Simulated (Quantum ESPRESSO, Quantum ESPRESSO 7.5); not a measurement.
# The indirect band gap of cubic SrTiO₃ with HSE06, PBE0 and semilocal functionals

## The measurement

The reference is a band gap of 3.25 eV, quoted for comparison in "Resistance switching behavior of atomic layer deposited SrTiO3 film through possible formation of Sr2Ti6O13 or Sr1Ti11O20 phases" (2016, PubMed Central 4735854). That work concerns the electrical switching of thin films between metal electrodes and the search, by electron microscopy, for a conducting second phase at grain boundaries. The gap is a literature value there, not a result of the switching experiments. Method and temperature are not given with the value, nor whether the gap is direct or indirect. To my knowledge it matches the familiar indirect optical gap of the bulk crystal at room temperature, and I shall compare it with the smallest calculated gap on that reading.

| compared with | measured | source's wording or label | method |
| --- | --- | --- | --- |
| gap (eV) | 3.25 | band gap, quoted experiment | method not stated |

Conditions are those given with the value in the passage it was taken from; "not stated" means there, and the paper may say more elsewhere. The values are a selection: others may have been left out beforehand as unlike or outlying.

## Model and target

I want the fundamental gap of cubic SrTiO₃ to within 0.1 eV of the reference. That is fine enough to tell one hybrid functional from another and to keep the indirect gap apart from the direct one, which lies a few tenths of an eV higher.

The model is the five-atom cubic cell at the diffraction lattice constant, 3.905 Å, with the ions at rest. The low-temperature octahedral rotations and the soft polar modes are therefore absent. Lattice motion usually narrows an oxide gap by roughly 0.1 to 0.3 eV, but in a perovskite with soft modes, polar displacements and rotations can widen it. I therefore apply no correction, and a hit will speak for a useful static estimate, not for an exact quasiparticle gap.

I skip semilocal functionals as a route to the answer: between filled O 2p and empty Ti 3d states they typically lose a third or more of the gap. They are still good for testing cutoff and k mesh cheaply, and I shall use them for that after the hybrids.

System: SrTiO3 (strontium titanate), cubic perovskite; Pm-3m (No. 221), 5 atoms in the primitive cell; the database structure is a diffraction structure: a = 3.905 Å; structure from the Crystallography Open Database.

## 1. Screened and unscreened exchange

I start with HSE06, whose quarter of short-range exact exchange usually suits oxides with gaps of this size. PBE0 goes beside it at the same cutoff and mesh, so that the difference shows what the long-range part of the exchange does. I expect HSE06 near the reference and PBE0 higher by something like 0.7 eV. Both take their levels from the self-consistent mesh alone; an even mesh that includes Γ also includes R, where I expect the valence band maximum, with the conduction band minimum at Γ.

**Run 1.** Quantum ESPRESSO 7.5: HSE06, PseudoDojo norm-conserving potentials, database cell, levels on the SCF mesh alone, cutoff 67 Ry, 4x4x4 k mesh, fixed occupations; exchange on the same mesh, exchange cutoff ecutfock 120 Ry (not varied).

Key lines of the input:
```
! potential files: PseudoDojo norm-conserving potentials, made for PBE
&control
  calculation = 'scf'
/
&system
  nat = 5
  ntyp = 3
  ecutwfc = 67
  input_dft = 'hse'
  occupations = 'fixed'
  nbnd = 26
  nqx1 = 4
  nqx2 = 4
  nqx3 = 4
  ecutfock = 120
/
&electrons
  conv_thr = 1.0d-8
  electron_maxstep = 100
  mixing_beta = 0.4
/
ATOMIC_SPECIES
  Sr 87.620 Sr.upf
  Ti 47.867 Ti.upf
  O 15.999 O.upf
[... cell and positions ...]
K_POINTS automatic
  4 4 4 0 0 0
```

Command:
```
OMP_NUM_THREADS=1 mpirun -n 4 pw.x -nk 4 -in mesh.in > mesh.out
```

Selected lines of the output:
```
     highest occupied, lowest unoccupied level (ev):     9.0542   12.3937
```

Converged; 4 min on 4 cores of Arm Neoverse V2, shared host.

**Run 2.** Quantum ESPRESSO 7.5: PBE0, PseudoDojo norm-conserving potentials, database cell, levels on the SCF mesh alone, cutoff 67 Ry, 4x4x4 k mesh, fixed occupations; exchange on the same mesh, exchange cutoff ecutfock 120 Ry (not varied).

Key lines of the input, as changed from run 1:
```diff
  &system
-   input_dft = 'hse'
+   input_dft = 'pbe0'
```

Selected lines of the output:
```
     highest occupied, lowest unoccupied level (ev):     8.6689   12.7433
```

Converged; 4.1 min of wall time.

| quantity | run 1 | run 2 | measured |
| --- | --- | --- | --- |
| gap (eV) | 3.340 | 4.074 | 3.25 |
| direct gap (eV) | 3.716 | 4.443 |  |

HSE06 gives 3.340 eV, 0.09 eV above the reference: a narrow pass, with a margin too thin to rest much on. The direct gap lies about 0.38 eV higher, so the smallest gap is indirect, and it is the indirect one that fits the reference. PBE0 gives 4.074 eV and misses clearly. The two runs differ only in the functional, so the difference of about 0.73 eV between them is the effect of leaving the long-range exchange unscreened, close to what I expected. In a solid whose electrons screen well at long range, that part of the exchange is too strong in PBE0.

## 2. Cutoff and mesh with PBEsol

With so thin a margin I want to know how far the plane-wave cutoff and the k mesh can move a gap in this cell. I test both with PBEsol: a run at 84 Ry on the 6×6×6 mesh as the common point, one with the coarser 4×4×4 mesh, and one at 55 Ry. The two cutoffs enclose the 67 Ry of the hybrids. I expect shifts of a few hundredths of an eV at most, and a PBEsol gap far below the reference, which also supplies the semilocal level for scale.

The levels now follow the high-symmetry path, so I shall also see whether the band edges of this functional sit where the 4×4×4 mesh can catch them. The test does not reach the sampling of the exact exchange, which belongs to the hybrids alone.

**Run 3.** Quantum ESPRESSO 7.5: PBEsol, PseudoDojo norm-conserving potentials, database cell, levels along the high-symmetry path, cutoff 84 Ry, 6x6x6 k mesh, Gaussian smearing 0.02 eV.

Key lines of the input:
```
! potential files: PseudoDojo norm-conserving potentials, made for PBEsol
&control
  calculation = 'bands'
/
&system
  nat = 5
  ntyp = 3
  ecutwfc = 84
  nbnd = 26
  occupations = 'smearing'
  smearing = 'gaussian'
  degauss = 0.00147
/
&electrons
  conv_thr = 1.0d-8
  electron_maxstep = 100
  mixing_beta = 0.4
/
ATOMIC_SPECIES
  Sr 87.620 Sr.upf
  Ti 47.867 Ti.upf
  O 15.999 O.upf
[... cell and positions ...]
K_POINTS crystal
  62
  0.00000000 0.00000000 0.00000000 1
  ...
```

Command:
```
OMP_NUM_THREADS=1 mpirun -n 4 pw.x -nk 4 -in bands.in > bands.out
```

Converged; 22 s on 4 cores of Intel Xeon 6975P-C (Granite Rapids), shared host.

**Run 4.** Quantum ESPRESSO 7.5: PBEsol, PseudoDojo norm-conserving potentials, database cell, levels along the high-symmetry path, cutoff 84 Ry, 4x4x4 k mesh, Gaussian smearing 0.02 eV.

Key lines of the input:
```
! potential files: PseudoDojo norm-conserving potentials, made for PBEsol
&control
  calculation = 'bands'
/
&system
  nat = 5
  ntyp = 3
  ecutwfc = 84
  nbnd = 26
  occupations = 'smearing'
  smearing = 'gaussian'
  degauss = 0.00147
/
&electrons
  conv_thr = 1.0d-8
  electron_maxstep = 100
  mixing_beta = 0.4
/
ATOMIC_SPECIES
  Sr 87.620 Sr.upf
  Ti 47.867 Ti.upf
  O 15.999 O.upf
[... cell and positions ...]
K_POINTS crystal
  62
  0.00000000 0.00000000 0.00000000 1
  ...
```

Converged; 20 s of wall time.

**Run 5.** Quantum ESPRESSO 7.5: PBEsol, PseudoDojo norm-conserving potentials, database cell, levels along the high-symmetry path, cutoff 55 Ry, 6x6x6 k mesh, Gaussian smearing 0.02 eV.

Key lines of the input, as changed from run 3:
```diff
  &system
-   ecutwfc = 84
+   ecutwfc = 55
```

Converged; 12 s of wall time.

| quantity | run 3 | run 4 | run 5 | measured |
| --- | --- | --- | --- | --- |
| gap (eV) | 1.854 | 1.835 | 1.896 | 3.25 |
| direct gap (eV) | 2.212 | 2.194 | 2.261 |  |

PBEsol gives 1.854 eV at 84 Ry on the 6×6×6 mesh, 1.396 eV below the reference, so it loses more than a third of the gap. The coarser mesh lowers the gap by 0.019 eV, and the lower cutoff raises it by 0.042 eV. Both shifts are of the size I expected, and neither matters for PBEsol's large miss.

For HSE06 they matter more, because its result lies only 0.01 eV inside the limit. The test was made with PBEsol, so I do not carry its shifts over as corrections. It does show that settings of this kind can move a gap in this cell by more than that remaining margin. The narrow pass therefore holds for the HSE06 run as made, but is not secured against a denser mesh or a higher cutoff.

Along the path, the direct gap of PBEsol lies 0.358 eV above the smallest one, against about 0.38 eV for HSE06 on its mesh. This similarity fits my assumption that the 4×4×4 mesh catches the band edges, though it does not prove it for the hybrid.

## Collected results

| run | settings | gap (eV) | deviation | cost |
| --- | --- | --- | --- | --- |
| 1 | HSE06, on mesh, 4x4x4 mesh, fixed occupations | 3.340 | +0.090 | 16 core-min |
| 2 | PBE0, on mesh, 4x4x4 mesh, fixed occupations | 4.074 | +0.824 | 16 core-min |
| 3 | PBEsol, levels along the high-symmetry path, cutoff 84 Ry, 6x6x6 k mesh, Gaussian smearing 0.02 eV | 1.854 | −1.396 | 88 core-s |
| 4 | PBEsol, 4x4x4 mesh | 1.835 | −1.415 | 79 core-s |
| 5 | PBEsol, cutoff 55 Ry | 1.896 | −1.354 | under 1 core-min |
|  | measured | 3.25 |  |  |

Further runs on the same system, made beside this series (convergence steps with loose settings among them):

| further | settings | gap (eV) | deviation | cost |
| --- | --- | --- | --- | --- |
| F1 | PBEsol+SOC, fully relativistic PseudoDojo | 1.838 | −1.412 | 12 core-min |
| F2 | BLYP, PseudoDojo norm-conserving potentials, levels along the high-symmetry path, cutoff 84 Ry, 6x6x6 k mesh, Gaussian smearing 0.02 eV, PBE files | 1.946 | −1.304 | 88 core-s |
| F3 | PBE, PseudoDojo norm-conserving potentials, levels along the high-symmetry path, cutoff 84 Ry, 6x6x6 k mesh, Gaussian smearing 0.02 eV | 1.907 | −1.343 | 92 core-s |
| F4 | PBEsol, GBRV ultrasoft, cutoff 45 Ry | 1.832 | −1.418 | under 1 core-min |
| F5 | PBE, on mesh, cutoff 67 Ry, 4x4x4 mesh, fixed occupations | 1.890 | −1.360 | under 1 core-min |
|  | measured | 3.25 |  |  |

## Outcome

HSE06 meets the target narrowly: its indirect gap of 3.340 eV lies 0.090 eV above the reference, against a limit of 0.1 eV, at a cost of 16 core-minutes. PBE0 costs the same and overshoots by 0.824 eV. The semilocal functionals shown all fall more than 1.3 eV short, so the step that mattered was adding screened exact exchange.

The pass is too thin to be called secure. With PBE, going from the hybrids' cutoff and mesh to 84 Ry, a 6×6×6 mesh and levels along the path raises the gap by only 0.017 eV. This supports the coarse mesh as a place to find the band edges, but even so small a shift exceeds the margin left to HSE06. How far the sampling and cutoff of the exact exchange itself move the gap is not shown in this report.

Spin-orbit coupling, together with its change of potential files, lowers the PBEsol gap by 0.016 eV. Lattice motion may weigh more. The usual narrowing of 0.1 to 0.3 eV would bring HSE06 down to the reference or below it, while polar displacements and rotations could act the other way. These static runs cannot settle the net sign, so some cancellation may be hidden in the agreement. If the reference is an optical edge, exciton binding also puts it below the quasiparticle gap, though strong screening should keep that shift small.

The reference is a quoted value without method or temperature. Reading it as the indirect gap is my own assignment, and the pass depends on it: the direct gap of HSE06, 3.716 eV, would miss. I would use HSE06 for a static estimate of this gap, but not to settle differences of a few hundredths of an eV.

[Logs are printed without paths, hosts, clocks, repeated set-up lines and the standing remarks that a program may print on its own settings, such as how far it seeks lower states.]

[The runs shown are a pick from a larger set of finished runs; failed, doubtful and other runs were left out of it ahead of writing. So were measured values far from every level or from commonly accepted values, and agreement can look better than it is. Lines of input and output are excerpts and may be shortened.]
